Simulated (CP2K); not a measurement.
## Converging the k-point mesh: SrF2 (I4mm, 3 atoms in the cell)

```yaml
crystal:
  lattice:
    - [4.08071, 0.00000, 0.00000]
    - [2.04036, 3.53400, 0.00000]
    - [2.04036, 1.17800, 3.33189]
  atoms:
    - { symbol: Sr, position: [0.00866, 0.00866, 0.99134] }
    - { symbol: F, position: [0.25000, 0.25000, 0.25000] }
    - { symbol: F, position: [0.75000, 0.75000, 0.75000] }
```

Level of theory: CP2K with PBE, GPW, DZVP-MOLOPT-PBE-GTH basis, GTH-PBE potentials (POTENTIAL_UZH).

Base settings: CUTOFF = 550 Ry; REL_CUTOFF = 40 Ry; SMEAR/METHOD = FERMI_DIRAC; ELECTRONIC_TEMPERATURE = 232.09 K; KPOINTS/SCHEME = MONKHORST-PACK 3 3 3; XC_FUNCTIONAL = PBE; Sr/BASIS_SET = DZVP-MOLOPT-PBE-GTH-q10; Sr/POTENTIAL = GTH-PBE-q10; F/BASIS_SET = DZVP-MOLOPT-PBE-GTH-q7; F/POTENTIAL = GTH-PBE-q7.

Moved along: GAMMA_CENTERED.

Only quantities that move along the ladder and can be compared are tabulated.

The starting cell has typed, rounded lattice constants, without a prior relaxation at this level. Its lattice was rescaled by up to half a per cent. One atom was moved a little off its site on purpose. Values carry the incompleteness of an atom-centred basis. In the base run, with a pressure of about 5 GPa the cell is away from its equilibrium volume at this level.

| KPOINTS/SCHEME | free energy less the last step's (meV/atom) | pressure (GPa) | gap on the mesh (eV) |
|---|---|---|---|
| MONKHORST-PACK 2 2 2 | 15.16 | 5.27 | 7.016 |
| MONKHORST-PACK 3 3 3 | 0.46 | 4.81 | 7.145 |
| MONKHORST-PACK 4 4 4 | 0.01 | 4.80 | 7.033 |
| MONKHORST-PACK 5 5 5 | 0.00 | 4.80 | 7.084 |
| MONKHORST-PACK 6 6 6 | 0.00 | 4.80 | 7.033 |
| MONKHORST-PACK 7 7 7 | 0.00 | 4.80 | 7.058 |
| MONKHORST-PACK 8 8 8 | 0.00 | 4.80 | 7.033 |
| MONKHORST-PACK 9 9 9 | 0.00 | 4.80 | 7.048 |
| MONKHORST-PACK 10 10 10 | 0.00 | 4.80 | 7.033 |
| MONKHORST-PACK 12 12 12 | 0.00 | 4.80 | 7.033 |
| MONKHORST-PACK 13 13 13 | 0.00 | 4.80 | 7.040 |
| MONKHORST-PACK 14 14 14 | 0.00 | 4.80 | 7.033 |
| MONKHORST-PACK 16 16 16 | 0.00 | 4.80 | 7.033 |

Coarsest KPOINTS/SCHEME that holds the free energy within 2 meV/atom of the last step, with all finer ones: MONKHORST-PACK 3 3 3; the step before is off by 15 meV/atom.

Coarsest KPOINTS/SCHEME that holds the pressure within 0.1 GPa of the last step, with all finer ones: MONKHORST-PACK 3 3 3; the step before is off by 0.47 GPa.

The gap on the mesh jumps up and down from mesh to mesh; it is no smooth measure of convergence.
